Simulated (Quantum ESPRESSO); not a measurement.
Mo: phonons at N under several settings

```
Mo
1.0
    -1.58381    1.58381    1.58381
     1.58381   -1.58381    1.58381
     1.58381    1.58381   -1.58381
Mo
1
Direct
  0.00000 0.00000 0.00000
```

All runs used Quantum ESPRESSO 7.5; k mesh 10 × 10 × 10; relaxed cell; no spin polarisation; cutoff 612 eV; occupations cold, width 0.2 eV.

| level | potentials | volume (Å³/atom) | frequencies (cm⁻¹) |
| --- | --- | --- | --- |
| LDA | GBRV 1.5 LDA | 15.00 | 148 191 271 |
| PBE | GBRV 1.5 PBE | 15.72 | 139 183 255 |
| PBEsol | GBRV 1.5 PBEsol | 15.25 | 147 188 266 |
| BLYP | GBRV 1.5 PBE | 16.34 | 115 176 230 |
| PW91 | GBRV 1.5 PBE | 15.73 | 132 181 251 |
| RPBE | GBRV 1.5 PBE | ? | ? |
| vdW-DF-cx | GBRV 1.5 PBE | 15.32 | 146 188 267 |

Problem. What stands in the row left open?

Solution. Volume 15.93 Å³/atom; frequencies 136 181 249 cm⁻¹.

Caveats: the mesh is thin for the phonons of a metal; the potentials were made for another functional, which shifts forces and pressure (some runs).

For the row left open. Caveat: the mesh is thin for the phonons of a metal; the potentials were made for another functional, which shifts forces and pressure.
